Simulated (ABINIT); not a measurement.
# B (P-1) in ABINIT: single point with r2SCAN

Aim: the single point of B with r2SCAN.

Everything below comes from runs of ABINIT 10.8.3 (patched build). Logs are shortened: lines on timing, memory, paths and dates and some standing lists are left out, and cuts for length are marked. The log counts tension as positive stress, the text compression.

**1. The cell of the first run**

The typed cell holds 2 atoms: a = 1.625 Å, b = 2.866 Å, c = 3.914 Å, α = 90.00°, β = 90.00°, γ = 90.00°.

The cell was built by a generator and needn't be a form met in nature.

**2. Single point, r2SCAN (atoms moved at random)**

File run.abi:

```
# Pseudopotentials
pp_dirpath "./"
pseudos "B.upf"

# Structure
acell 3*1.0 Angstrom
rprim
     1.6245600000     0.0000000000     0.0000000000
     0.0000000000     2.8661500000     0.0000000000
     0.0000000000     0.0000000000     3.9144000000
ntypat 1
znucl 5
natom 2
typat 1 1
xred
    -0.0000200000     0.5120920000     0.6158960000
     0.5140320000     0.0054650000     0.3975270000
chkprim 0
chksymtnons 0
tolsym 1.0e-6

# Plane-wave basis
ecut 34.0

# k points
kptopt 1
ngkpt 12 7 5
nshiftk 1
shiftk 0.0 0.0 0.0

# Exchange and correlation
ixc -497498
usekden 1
nc_xccc_gspace 1
boxcutmin 3.0

# Bands and occupations
nband 7
occopt 3
tsmear 0.05 eV

# SCF cycle
nstep 100
tolvrs 1.0e-9

# Output
iomode 3
prtwf 0
prteig 0
prtebands 0
prtden 1
prtvha 1
prtvclmb 1
prtpot 1
```

Potentials or basis: PseudoDojo NC SR PBE v0.4.1 standard.

Launch:

```console
> abinit run.abi > log 2>&1
```

run.abo:

```text
.Version 10.8.3 of ABINIT
 Symmetries : space group P-1 (#  2); Bravais aP (primitive triclinic)
================================================================================
 Values of the parameters that define the memory need of the present run
     intxc =       0    ionmov =       0      iscf =       7    lmnmax =       4
     lnmax =       4     mgfft =      60  mpssoang =       2    mqgrid =    3001
     natom =       2  nloc_mem =       1    nspden =       1   nspinor =       1
    nsppol =       1      nsym =       2    n1xccc =    2501    ntypat =       1
    occopt =       3   xclevel =       2
       mpw =        1180          nfft =       72900          nkpt =         211
================================================================================
================================================================================

--------------------------------------------------------------------------------
------------- Echo of variables that govern the present computation ------------
--------------------------------------------------------------------------------
 -outvars: echo values of preprocessed input variables --------
            acell      1.8897261259E+00  1.8897261259E+00  1.8897261259E+00 Bohr
              amu      1.08110000E+01
        boxcutmin      3.00000000E+00
          chkprim           0
      chksymtnons           0
             ecut      3.40000000E+01 Hartree
                       outvar_i_n : Printing only first  50 k-points.
              ixc     -497498
                       outvar_i_n : Printing only first  50 k-points.
         kptrlatt       12    0    0      0    7    0      0    0    5
          kptrlen      3.68396817E+01
            natom           2
            nband           7
   nc_xccc_gspace           1
            ngfft          27      45      60
             nkpt         211
            nstep         100
             nsym           2
           ntypat           1
                       prtocc : prtvol=0, do not print more k-points.
           occopt           3
        prtebands           0
           prteig           0
          prtkden           1
           prtpot           1
         prtvclmb           1
           prtvha           1
            prtwf           0
            rprim      1.6245600000E+00  0.0000000000E+00  0.0000000000E+00
                       0.0000000000E+00  2.8661500000E+00  0.0000000000E+00
                       0.0000000000E+00  0.0000000000E+00  3.9144000000E+00
          spgroup           2
           tolsym      1.00000000E-06
           tolvrs      1.00000000E-09
           tsmear      1.83746611E-03 Hartree
            typat      1  1
          usekden           1
                       outvars : Printing only first  50 k-points.
           xangst     -3.2491200000E-05  1.4677324858E+00  2.4108633024E+00
                       8.3507582592E-01  1.5663509750E-02  1.5560796888E+00
            xcart     -6.1399469502E-05  2.7736124243E+00  4.5558713685E+00
                       1.5780646054E+00  2.9599743598E-02  2.9405644419E+00
             xred     -2.0000000000E-05  5.1209200000E-01  6.1589600000E-01
                       5.1403200000E-01  5.4650000000E-03  3.9752700000E-01
            znucl        5.00000

================================================================================

 chkinp: Checking input parameters for consistency.

================================================================================
== DATASET  1 ==================================================================

--- !DatasetInfo
iteration_state: {dtset: 1, }
dimensions: {natom: 2, nkpt: 211, mband: 7, nsppol: 1, nspinor: 1, nspden: 1, mpw: 1180, }
cutoff_energies: {ecut:  34.0, pawecutdg:  -1.0, }
electrons: {nelect:   6.00000000E+00, charge:   0.00000000E+00, occopt:   3.00000000E+00, tsmear:   1.83746611E-03, }
meta: {optdriver: 0, ionmov: 0, optcell: 0, iscf: 7, paral_kgb: 0, }
...

 Real(R)+Recip(G) space primitive vectors, cartesian coordinates (Bohr,Bohr^-1):
 R(1)=  3.0699735  0.0000000  0.0000000  G(1)=  0.3257357  0.0000000  0.0000000
 R(2)=  0.0000000  5.4162385  0.0000000  G(2)=  0.0000000  0.1846300  0.0000000
 R(3)=  0.0000000  0.0000000  7.3971439  G(3)=  0.0000000  0.0000000  0.1351873
 Unit cell volume ucvol=  1.2299755E+02 bohr^3
 Angles (23,13,12)=  9.00000000E+01  9.00000000E+01  9.00000000E+01 degrees

 getcut: wavevector=  0.0000  0.0000  0.0000  ngfft=  27  45  60
         ecut(hartree)=     34.000   => boxcut(ratio)=   3.09017

 getcut : COMMENT -
  Note that boxcut > 2.2 ; recall that boxcut=Gcut(box)/Gcut(sphere) = 2
  is sufficient for exact treatment of convolution.
  Such a large boxcut is a waste : you could raise ecut
  e.g. ecut=   81.167864 Hartrees makes boxcut=2

--- Pseudopotential description ------------------------------------------------
- pspini: atom type   1  psp file is ./B.upf
12 -101130 1 -1 1534                          pspcod,pspxc,lmax,lloc,mmax
     nproj     2     2

   4.06613540E+01                                ecore*ucvol(ha*bohr**3)
--------------------------------------------------------------------------------

================================================================================

--- !BeginCycle
iteration_state: {dtset: 1, }
solver: {iscf: 7, nstep: 100, nline: 4, wfoptalg: 0, }
tolerances: {tolvrs: 1.00E-09, }
...

     iter   Etot(hartree)      deltaE(h)  residm     vres2
 ETOT  1  -5.8267088655515    -5.827E+00 1.399E-01 3.123E+02
 ETOT  2  -5.8456295511221    -1.892E-02 1.608E-02 1.426E+01
 ETOT  3  -5.8456696553658    -4.010E-05 7.835E-03 8.135E-01
 ETOT  4  -5.8456750639946    -5.409E-06 3.522E-03 4.463E-02
 ETOT  5  -5.8456754188306    -3.548E-07 1.644E-03 2.011E-04
 ETOT  6  -5.8456754207717    -1.941E-09 6.620E-04 1.473E-05
 ETOT  7  -5.8456754209047    -1.330E-10 1.213E-03 4.147E-07
 ETOT  8  -5.8456754209068    -2.049E-12 5.955E-04 2.645E-08
 ETOT  9  -5.8456754209070    -2.656E-13 7.969E-04 5.432E-10

 At SCF step    9       vres2   =  5.43E-10 < tolvrs=  1.00E-09 =>converged.

Result for kinetic energy density :

--------------------------------------------------------------------------------
 Total kinetic energy density [Ha/Bohr^3]
)     Maximum=    8.0517E-01  at reduced coord.    0.0000    0.5111    0.6167
)     Minimum=    2.9195E-03  at reduced coord.    0.2963    0.0222    0.9500
   Integrated=    3.9913E+00
--------------------------------------------------------------------------------

 Cartesian components of stress tensor (hartree/bohr^3)
  sigma(1 1)=  4.85369010E-05  sigma(3 2)=  4.17694821E-05
  sigma(2 2)=  2.80454649E-05  sigma(3 1)= -5.85832453E-05
  sigma(3 3)= -2.15510303E-06  sigma(2 1)=  5.28742005E-06

--- !ResultsGS
iteration_state: {dtset: 1, }
comment   : Summary of ground state results
lattice_vectors:
- [  3.0699735,   0.0000000,   0.0000000, ]
- [  0.0000000,   5.4162385,   0.0000000, ]
- [  0.0000000,   0.0000000,   7.3971439, ]
lattice_lengths: [   3.06997,    5.41624,    7.39714, ]
lattice_angles: [ 90.000,  90.000,  90.000, ] # degrees, (23, 13, 12)
lattice_volume:   1.2299755E+02
convergence: {deltae: -2.656E-13, res2:  5.432E-10, residm:  7.969E-04, diffor: null, }
etotal    :  -5.84567542E+00
entropy   :   0.00000000E+00
fermie    :   1.97559119E-01
cartesian_stress_tensor: # hartree/bohr^3
- [  4.85369010E-05,   5.28742005E-06,  -5.85832453E-05, ]
- [  5.28742005E-06,   2.80454649E-05,   4.17694821E-05, ]
- [ -5.85832453E-05,   4.17694821E-05,  -2.15510303E-06, ]
pressure_GPa:  -7.2991E-01
xred      :
- [ -2.0000E-05,   5.1209E-01,   6.1590E-01,  B]
- [  5.1403E-01,   5.4650E-03,   3.9753E-01,  B]
cartesian_forces: # hartree/bohr
- [  4.47045500E-03,  -3.12161591E-03,   2.39728770E-03, ]
- [ -4.47045500E-03,   3.12161591E-03,  -2.39728770E-03, ]
force_length_stats: {min:   5.95621038E-03, max:   5.95621038E-03, mean:   5.95621038E-03, }
...

 Integrated electronic density in atomic spheres:
 ------------------------------------------------
 Atom  Sphere_radius  Integrated_density
    1        2.00000          2.88228879
    2        2.00000          2.88350840
================================================================================

 ----iterations are completed or convergence reached----

 Mean square residual over all n,k,spin=   11.857E-07; max=  79.688E-05
 reduced coordinates (array xred) for    2 atoms
      -0.000020000000      0.512092000000      0.615896000000
       0.514032000000      0.005465000000      0.397527000000
 rms dE/dt=  1.6214E-02; max dE/dt=  1.7733E-02; dE/dt below (all hartree)
    1      -0.013724178279      0.016907416379     -0.017733082213
    2       0.013724178279     -0.016907416379      0.017733082213

 cartesian coordinates (angstrom) at end:
    1     -0.00003249120000     1.46773248580000     2.41086330240000
    2      0.83507582592000     0.01566350975000     1.55607968880000

 cartesian forces (hartree/bohr) at end:
    1      0.00447045500229    -0.00312161590881     0.00239728770183
    2     -0.00447045500229     0.00312161590881    -0.00239728770183
 frms,max,avg= 3.4388197E-03 4.4704550E-03   0.000E+00  0.000E+00  0.000E+00 h/b

 cartesian forces (eV/Angstrom) at end:
    1      0.22988003893334    -0.16051994400682     0.12327349004701
    2     -0.22988003893334     0.16051994400682    -0.12327349004701
 frms,max,avg= 1.7683122E-01 2.2988004E-01   0.000E+00  0.000E+00  0.000E+00 e/A
 length scales=  1.889726125908  1.889726125908  1.889726125908 bohr
              =  1.000000000000  1.000000000000  1.000000000000 angstroms
 Fermi (or HOMO) energy (hartree) =   0.19756   Average Vxc (hartree)=  -0.40890
 Eigenvalues (hartree) for nkpt= 211  k points:
 kpt#   1, nband=  7, wtk=  0.00238, kpt=  0.0000  0.0000  0.0000 (reduced coord)
  -0.43813   -0.03494   -0.00487    0.10894    0.30766    0.52544    0.65086
      occupation numbers for kpt#   1
   2.00000    2.00000    2.00000    2.00000    0.00000    0.00000    0.00000
 prteigrs : prtvol=0 or 1, do not print more k-points.

--- !EnergyTerms
iteration_state     : {dtset: 1, }
comment             : Components of total free energy in Hartree
kinetic             :  3.99133467813279E+00
hartree             :  1.29473786856467E+00
xc                  : -2.43012961027825E+00
Ewald energy        : -4.89486536288809E+00
psp_core            :  3.30586686682433E-01
local_psp           : -4.24970028891120E+00
non_local_psp       :  1.12487729901043E-01
internal            : -5.84554829879660E+00
'-kT*entropy'       : -1.27122110424960E-04
total_energy        : -5.84567542090703E+00
total_energy_eV     : -1.59068931746939E+02
band_energy         : -5.16746777841481E-01
...

 Cartesian components of stress tensor (hartree/bohr^3)
  sigma(1 1)=  4.85369010E-05  sigma(3 2)=  4.17694821E-05
  sigma(2 2)=  2.80454649E-05  sigma(3 1)= -5.85832453E-05
  sigma(3 3)= -2.15510303E-06  sigma(2 1)=  5.28742005E-06

-Cartesian components of stress tensor (GPa)         [Pressure= -7.2991E-01 GPa]
- sigma(1 1)=  1.42800493E+00  sigma(3 2)=  1.22890059E+00
- sigma(2 2)=  8.25126065E-01  sigma(3 1)= -1.72357858E+00
- sigma(3 3)= -6.34053202E-02  sigma(2 1)=  1.55561268E-01

== END DATASET(S) ==============================================================
================================================================================

 -outvars: echo values of variables after computation  --------
            acell      1.8897261259E+00  1.8897261259E+00  1.8897261259E+00 Bohr
           etotal     -5.8456754209E+00
            fcart      4.4704550023E-03 -3.1216159088E-03  2.3972877018E-03
                      -4.4704550023E-03  3.1216159088E-03 -2.3972877018E-03
            rprim      1.6245600000E+00  0.0000000000E+00  0.0000000000E+00
                       0.0000000000E+00  2.8661500000E+00  0.0000000000E+00
                       0.0000000000E+00  0.0000000000E+00  3.9144000000E+00
           strten      4.8536901049E-05  2.8045464917E-05 -2.1551030311E-06
                       4.1769482141E-05 -5.8583245260E-05  5.2874200451E-06
           xangst     -3.2491200000E-05  1.4677324858E+00  2.4108633024E+00
                       8.3507582592E-01  1.5663509750E-02  1.5560796888E+00
             xred     -2.0000000000E-05  5.1209200000E-01  6.1589600000E-01
                       5.1403200000E-01  5.4650000000E-03  3.9752700000E-01
 Calculation completed.
```

It took 5.1 min on 1 thread of Arm Neoverse V2, shared host; peak memory 0.11 GiB.

Results:

| Property | Result |
| --- | --- |
| Free energy | -159.0689 eV |
| Pressure | -0.7 GPa |
| Largest force | 0.306 eV/Å |
| Band gap on the k mesh | none (metal or under the smearing width) |
| Valence electrons inside the program's atomic spheres | B 2.88 (radii [1.0584] Å) |

Forces on the atoms (eV/Å):
```
B    0.230 -0.161  0.123
B   -0.230  0.161 -0.123
```

Caveat: a meta-GGA on potentials with a model core is unreliable; the potentials were made for another functional, which shifts forces and pressure.
